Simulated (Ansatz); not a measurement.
# CuI (Marshite) (F-43m) in Ansatz: notebook

Runs on CuI (Marshite). Level: BPBE. Tasks: single point.

Program: Ansatz 0.2.0. These are calculated values, not measurements. Logs are shortened: lines on timing, memory, paths and dates and some standing lists are left out, and cuts for length are marked.

## 1. The crystal as given

It takes space group F-43m (No. 216, cubic). Conventional cell: a = 6.063 Å, b = 6.063 Å, c = 6.063 Å, α = 90.00°, β = 90.00°, γ = 90.00°. I (site symmetry -43m) has 4 Cu at 2.63 Å as nearest neighbours. Around Cu (site symmetry -43m) lie 4 I at 2.63 Å.

## 2. Single point, BPBE

run.py reads:

```python
import json

import ase.io
import numpy as np
from ase.calculators.calculator import CalculationFailed, Calculator
from ase.stress import full_3x3_to_voigt_6_stress
from ase.units import GPa

import ansatz as az

class AnsatzCalculator(Calculator):
    implemented_properties = ["energy", "free_energy", "forces", "stress", "magmom"]

    def calculate(self, atoms, properties, system_changes):
        super().calculate(atoms, properties, system_changes)
        structure = atoms.copy()
        structure.set_constraint()
        structure.set_momenta(None)
        structure.set_masses(None)
        outcome = (
            az.Crystal.from_ase(structure)
            .calculation()
            .basis(xc_grid=2)
            .kpoints(8, 8, 8)
            .functional(exchange="b88", correlation="pbe")
            .pseudopotentials(kind="paw")
            .scf(tolerance=2e-10)
            .occupations(method="fermi_dirac", width=0.01)
            .forces()
            .stress()
            .run(threads=2)
        )
        if not outcome.report["converged"]:
            raise CalculationFailed("SCF not converged")
        report = outcome.report
        self.results = {
            "free_energy": report["lagrangian_ev"],
            "energy": report["lagrangian_ev"],
            "forces": np.array(report["forces_ev_ang"]),
            "stress": -GPa * full_3x3_to_voigt_6_stress(report["stress_gpa"]),
            "magmom": report["magnetization_mub"],
        }

np.set_printoptions(precision=5, suppress=True, linewidth=110)
atoms = ase.io.read("POSCAR", format="vasp")
atoms.calc = AnsatzCalculator()
print(f"free energy {atoms.get_potential_energy():.6f} eV")
print("forces (eV/A)", atoms.get_forces(), sep="\n")
print("stress (GPa, Voigt, tension positive)", atoms.get_stress() / GPa, sep="\n")
print(f"moment {atoms.get_magnetic_moment():.4f} muB")
```

POSCAR reads:

```
CuI
1.0
    0.0000000000      3.0315000000      3.0315000000
    3.0315000000      0.0000000000      3.0315000000
    3.0315000000      3.0315000000      0.0000000000
I Cu
1 1
Direct
    0.0000000000      0.0000000000      0.0000000000
    0.7500000000      0.7500000000      0.7500000000
```

Potentials or basis: Ansatz PAW.

Command:

```sh
$ python run.py
```

Standard output:

```text
DeckWarning: basis.ecutwfc = 420 eV, auto-derived from the records' recommended cutoffs: set by I (normal level)
PlacementWarning: RAYON_NUM_THREADS=2 ignored (pool sized by the plan → 2); use plan(threads=…)
free energy -14168.988312 eV
forces (eV/A)
[[-0.  0. -0.]
 [ 0.  0.  0.]]
stress (GPa, Voigt, tension positive)
[-0.25867 -0.25867 -0.25867 -0.       0.       0.     ]
moment 0.0000 muB
```

engine_input.yaml:

```text
crystal:
  lattice:
    - [0.0, 3.0315, 3.0315]
    - [3.0315, 0.0, 3.0315]
    - [3.0315, 3.0315, 0.0]
  atoms:
    - { symbol: I, position: [0.0, 0.0, 0.0] }
    - { symbol: Cu, position: [0.75, 0.75, 0.75] }
basis:
  xc_grid: 2
kpoints:
  mp_grid:
    grid: [8, 8, 8]
hamiltonian:
  xc:
    exchange: b88
    correlation: pbe
  pseudopotentials:
    kind: paw
scf:
  convergence:
    dr2_threshold: 2.0e-10
  occupations:
    method: fermi_dirac
    width: 0.01
output:
  forces: true
  stress: true
```

It took 4.2 s on 2 threads of Arm Neoverse N1, shared host; peak memory 0.47 GiB.

What came out:

| Quantity | Value |
| --- | --- |
| Free energy | -14168.9883 eV |
| Pressure | 0.3 GPa |
| Band gap on the k mesh | 1.13 eV |

Caveat: the potentials were made for another functional, which shifts forces and pressure; spin-orbit coupling is left out, which moves the levels of the heavy elements. A k mesh can miss the band edges.

## 3. Single point, BPBE

input.yaml reads:

```yaml
crystal:
  lattice:
    - [0.0, 3.0315, 3.0315]
    - [3.0315, 0.0, 3.0315]
    - [3.0315, 3.0315, 0.0]
  atoms:
    - { symbol: I, position: [0.0, 0.0, 0.0] }
    - { symbol: Cu, position: [0.75, 0.75, 0.75] }
hamiltonian:
  xc: { exchange: b88, correlation: pbe }
  pseudopotentials: { kind: paw }
kpoints:
  mp_grid: { grid: [8, 8, 8] }
scf:
  occupations: { method: fermi_dirac, width: 0.01 }
output:
  forces: true
  stress: true
  eigenvalues: true
```

Potentials or basis: Ansatz PAW.

Command:

```sh
$ ansatz run input.yaml --threads 2 --pin off --max-ram 5120MiB --backend cpu --events-out ev --progress --plain --runs-dir out
```

Standard output:

```text
Warning: RAYON_NUM_THREADS=2 ignored (pool sized by the plan → 2); use --threads N
Engine: ansatz 0.2.0, aarch64-unknown-linux-gnu
Pseudopotentials: kind: paw
Pseudopotential: I, paw, valence charge 17, recommended cutoff 420 eV (normal), I.paw.azcp
Pseudopotential: Cu, paw, valence charge 19, recommended cutoff 420 eV (normal), Cu.paw.azcp
Functional definition: unnamed
  exchange = b88_x
  correlation = pbe_c
Crystal: 2 atoms, lattice volume = 55.719 Å³
Basis set: ecut = 420 eV, 1067 PW (Γ), exchange–correlation on 60×60×60 points (8 copies of the dense FFT grid, shifted against one another)
Bands: 22, of which v1, the nominal top of the filled ones, is band 18 counted from 1 (17 counted from 0)
Symmetry: 24 space group operations
Space group: F-43m (ITA 216), of the structure as read, at distance tolerance 3.8e-5 Å
k-points: 29 of 512 (time reversal used)
Non-local potential: I, projectors of the file, l = 0: 2, l = 1: 2, l = 2: 2, l = 3: 2
Non-local potential: Cu, projectors of the file, l = 0: 3, l = 1: 2, l = 2: 3, l = 3: 1
PAW form: soft (Blöchl's): semilocal exchange-correlation on the pseudo side does not see the compensation charge
PAW frozen core: I, regenerated for the run's functional, and the local potential with it (the file was generated under x = pbe(κ = 0.804, μ = 0.2195149727645171), c = pbe(β = 0.06672455060314922))
PAW frozen core: Cu, regenerated for the run's functional, and the local potential with it (the file was generated under x = pbe(κ = 0.804, μ = 0.2195149727645171), c = pbe(β = 0.06672455060314922))
PAW one-centre angular grid: I, 590 points (default); XC on 64 Gauss nodes
PAW one-centre angular grid: Cu, 590 points (default); XC on 64 Gauss nodes
[... 15 lines left out ...]
Internal energy: -14168.988312 eV  (E = F + TS)
E sigma→0 (E₀):  -14168.988312 eV
Fermi energy:    8.669813 eV
--- Per-component energies (eV) ---
  E_band       = -869.182310
  E_kinetic    = 489.603973
  E_local      = -7625.323810  (includes V_loc(G=0)·N_el)
  E_nonlocal   = 314.522046
  E_hartree    = 3544.630157
  E_xc         = -216.121051
  E_vxc        = -241.866198  (∫ρ·V_xc dr)
  E_paw        = -6522.056473  (= ΣΔE_a)
  E_vpaw       = -895.378450  (= ΣTr[D̂ρ^β])
  E_aug_tail   = 0.000306  (compensation charges beyond the density's cutoff)
  E_ewald      = -4154.131452
  E_core_change = -0.112008  (= ΣΔE_core)
  E_smearing   = -0.000000  (= −TS)
  E_closure    = -0.000000  (closes the sum)
  Σ components = -14168.988312   (vs F -14168.988312, Δ=0.00e0)
--- Forces (eV/Å), atoms counted from 1 ---
  atom   1  I     -0.00000000     0.00000000     0.00000000
  atom   2  Cu     0.00000000     0.00000000    -0.00000000
  max |Σ_I F_I| component: 1.62e-17 eV/Å
--- Stress (GPa, compression-positive) ---
        0.258504       0.000000      -0.000000
       -0.000000       0.258504       0.000000
       -0.000000       0.000000       0.258504
  P = ⅓ Tr σ = 0.2585 GPa (2.585 kbar)
--- Band table (eV; the first three rows and the last of 29) ---
  k-point 0: bands = ["-103.3341", "-60.7820", "-60.7820", "-60.7820", "-37.6353", "-37.6353", "-37.6353", "-37.6302", "-37.6302", "-5.9330", "4.4533", "4.4533", "4.4533", "6.2508", "6.2508", "8.0982", "8.0982", "8.0982", "9.2305", "12.9967", "12.9967", "12.9967"]
  k-point 1: bands = ["-103.3341", "-60.7821", "-60.7821", "-60.7821", "-37.6353", "-37.6352", "-37.6352", "-37.6302", "-37.6302", "-5.8609", "4.1573", "4.4589", "4.4589", "6.2447", "6.2447", "7.4802", "7.9829", "7.9829", "9.9217", "12.9053", "13.2141", "13.2141"]
  k-point 2: bands = ["-103.3342", "-60.7821", "-60.7821", "-60.7821", "-37.6353", "-37.6351", "-37.6351", "-37.6302", "-37.6302", "-5.6762", "3.4574", "4.4693", "4.4693", "6.2418", "6.2418", "6.8278", "7.7286", "7.7286", "10.3657", "13.5510", "13.5510", "13.5916"]
  k-point 28: bands = ["-103.3342", "-60.7821", "-60.7821", "-60.7821", "-37.6352", "-37.6351", "-37.6347", "-37.6302", "-37.6300", "-5.1939", "2.9871", "3.5720", "4.2529", "6.1888", "6.2046", "6.3338", "6.5005", "6.8439", "12.5895", "12.7753", "14.1285", "14.5232"]
```

Run time: 2.8 s. Hardware: 2 threads of Arm Neoverse N1, shared host; peak memory 0.34 GiB.

Results:

- Free energy: -14168.9883 eV
- Pressure: 0.3 GPa
- Band gap on the k mesh: 1.13 eV, direct

Levels at points of the mesh, in eV from the valence-band top:
```
             k point  band 15  band 16  band 17  band 18  band 19  band 20  band 21  band 22
  (0.00, 0.00, 0.00)    -1.85     0.00     0.00     0.00     1.13     4.90     4.90     4.90
 (0.00, 0.00, -0.50)    -1.82    -1.77    -0.71    -0.71     2.16     5.44     5.44     7.41
(0.00, -0.50, -0.50)    -1.79    -1.76    -1.49    -1.49     2.74     2.92     9.19     9.76
```

Caveat: spin-orbit coupling is left out, which moves the levels of the heavy elements; the PAW data sets come from PBE, with cores solved anew for the run's functional, which leaves a small shift of forces and pressure.
